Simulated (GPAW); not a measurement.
The system is KF (Carobbiite).

```
K F
1.0
     0.00000    2.67185    2.67185
     2.67185    0.00000    2.67185
     2.67185    2.67185    0.00000
K F
1 1
Direct
  0.00000 0.00000 0.00000
  0.50000 0.50000 0.50000
```

Program: GPAW 26.7.0. Alike in all runs: no spin polarisation; cell as given; k mesh 9 × 9 × 9; cutoff (eV) 800.

Problem. Order these runs on this cell by their pressure, lowest first.
A. level PBE; potentials or basis GPAW PAW data sets (gpaw-data 1.2.1), pw; smearing fermi-dirac 0.05 eV; band path GXWKGLUWLK,UX; band points 80
B. level RPBE; potentials or basis the program's PAW data sets (release 1.2.1) made for this functional, pw; smearing gaussian 0.02 eV
C. level r2SCAN; potentials or basis GPAW PAW data sets (gpaw-data 1.2.1), pw; smearing fermi-dirac 0.05 eV; band path GXWKGLUWLK,UX; band points 80
D. level LDA; potentials or basis the program's PAW data sets (release 1.2.1) made for this functional, pw; smearing fermi-dirac 0.05 eV; band path GXWKGLUWLK,UX; band points 80

Solution. D (-4.3 GPa), C (-1.5 GPa), A (0.6 GPa), B (3.3 GPa).

Caveats: the PAW data sets were made with another functional, which shifts forces and pressure a little (some runs).

Not every run made on this cell is shown here.
